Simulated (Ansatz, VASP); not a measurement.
**One calculation of GaN, two programs**

```
Ga N
1.0
     3.72040    0.00000    0.00000
     0.00000    3.72040    0.00000
     0.00000    0.00000    3.51381
Ga N
2 2
Direct
  0.50000 0.50000 0.00000
  0.00000 0.00000 0.00000
  0.50000 0.00000 0.79410
  0.00000 0.50000 0.20590
```

Alike in both runs: functional PBE; dispersion D3(BJ); k mesh 4 × 4 × 4; occupations gaussian, width 0.1 eV; no spin polarisation.

Ansatz relaxed the structure, and its values are those at the end. VASP's run is a single point on that final structure, the one shown.

|  | VASP | Ansatz |
| --- | --- | --- |
| version | VASP 6.6.1 | Ansatz 0.2.0 |
| potentials or method | VASP PAW PBE potentials, release 64 (Ga_d, N) | scalar-relativistic, plane waves, PAW |
| plane-wave cutoff (eV) | 520 | 420 |
| valence electrons in the cell | 36 | 36 |

Ansatz gave:

| Property | Result |
| --- | --- |
| gap on the k mesh at the Fermi level (eV) | 0.58 |
| least direct gap on the mesh (eV) | 0.70 |
| pressure (GPa) | 0.0 |
| rms of the force components (eV/Å) | 0.001 |

Estimate VASP's values.

gap on the k mesh at the Fermi level (eV): 0.56; least direct gap on the mesh (eV): 0.68; pressure (GPa): 0.4; rms of the force components (eV/Å): 0.013.

Caveats: the k mesh is coarse (spacing up to 0.45 Å⁻¹), so the values aren't converged. A k mesh can miss the band edges.
